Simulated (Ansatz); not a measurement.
NaCl:

```
CELL_PARAMETERS angstrom
0.00000 2.79406 2.79406
2.79406 0.00000 2.79406
2.79406 2.79406 0.00000
ATOMIC_POSITIONS crystal
Cl 0.50000 0.50000 0.50000
Na 0.00000 0.00000 0.00000
```

The cell is a database's computed one.

Program: Ansatz 0.2.0. Alike in all runs: task projected density of states; potentials or basis Ansatz PAW; no spin polarisation; cell as given; k mesh 5 × 5 × 5; cutoff (eV) 420; smearing fermi-dirac 0.05 eV.

Problem. Order these runs on this cell by their pressure, lowest first.
A. level LDA
B. level PBE
C. level RPBE

Solution. A (-1.8 GPa), B (1.6 GPa), C (3.6 GPa).

Caveats: odd divisions of the mesh miss points on the zone boundary, where band edges often lie, so the gap on the mesh can be too wide; the density of states is complete only up to the lowest level of the last band computed; the PAW data sets come from PBE, with cores solved anew for the run's functional, which leaves a small shift of forces and pressure (some runs); the potentials were made for another functional, which shifts forces and pressure (some runs).

Not every run made on this cell is shown here.
